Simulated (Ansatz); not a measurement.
## Cohesive energy of selenium across functionals

Ansatz, plane waves with scalar-relativistic PAW, 420 eV (500 eV for the SCAN forms).

The free atom is spin-polarised, without symmetry, in a box of 14 × 14.4 × 14.8 Å, in the lowest state that the tried spin starts reached (hybrids start from one state alone); no zero-point energy, no spin-orbit coupling, no dispersion.

The hybrid is evaluated at the semilocal geometry on a coarser k-mesh, and its energy is corrected by the semilocal functional's change from that mesh to the dense one.

| functional | cohesive energy (eV/atom) | atom's moment (μB) | bound form |
| --- | --- | --- | --- |
| LDA | 3.52 | 2.0 | trigonal (grey) selenium |
| PBEsol | 3.01 | 2.0 | trigonal (grey) selenium |
| r²SCAN | 2.53 | 2.0 | trigonal (grey) selenium |
| r²SCANh | 2.44 | 2.0 | trigonal (grey) selenium |
| HSE06 | 2.38 | 2.0 | trigonal (grey) selenium |
| PBE0 | 2.36 | 2.0 | trigonal (grey) selenium |
| BLYP | 2.34 | 2.0 | trigonal (grey) selenium |
| RPBE | 2.32 | 2.0 | trigonal (grey) selenium |
| r²SCAN0 | 2.31 | 2.0 | trigonal (grey) selenium |

**Question.** What does PBE give?

**Answer.** 2.62 eV per atom, with 2.0 μB on the free atom.
